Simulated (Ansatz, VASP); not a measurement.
Pb: VASP beside Ansatz

```
Pb
1.0
    -1.97966    1.97966    1.97966
     1.97966   -1.97966    1.97966
     1.97966    1.97966   -1.97966
Pb
1
Cartesian
  0.0000 0.0000 0.0000
```

This isn't the form of Pb at room conditions, which is fcc.

Alike in both runs: task single point; functional r2SCANh; k mesh 5 × 5 × 5; occupations gaussian, width 0.05 eV; no spin polarisation.

|  | VASP | Ansatz |
| --- | --- | --- |
| version | VASP 6.6.1 | Ansatz 0.2.0 |
| potentials or method | VASP PAW PBE potentials, release 64 (Pb_d) | Ansatz PAW |
| plane-wave cutoff (eV) | 520 | 500 |
| valence electrons in the cell | 14 | 14 |

```tsv
	VASP	Ansatz	Ansatz less VASP
gap on the k mesh at the Fermi level (eV)	none	none	-
pressure (GPa)	1.4	1.4	+0.06
```

A gap of «none» marks a metal or a gap that the smearing closes. With one functional, cell and mesh, what is left measures potentials, basis and numerics.

Caveats: the k mesh is coarse (spacing up to 0.45 Å⁻¹), so the values aren't converged, least of all with exact exchange; the PAW data sets were made with another functional, which shifts forces and pressure a little (VASP); the PAW data sets come from PBE, with cores solved anew for the run's functional, which leaves a small shift of forces and pressure (Ansatz); the thresholds are loose for stress (Ansatz). The runs have no spin-orbit coupling, so splittings on Pb are missing.
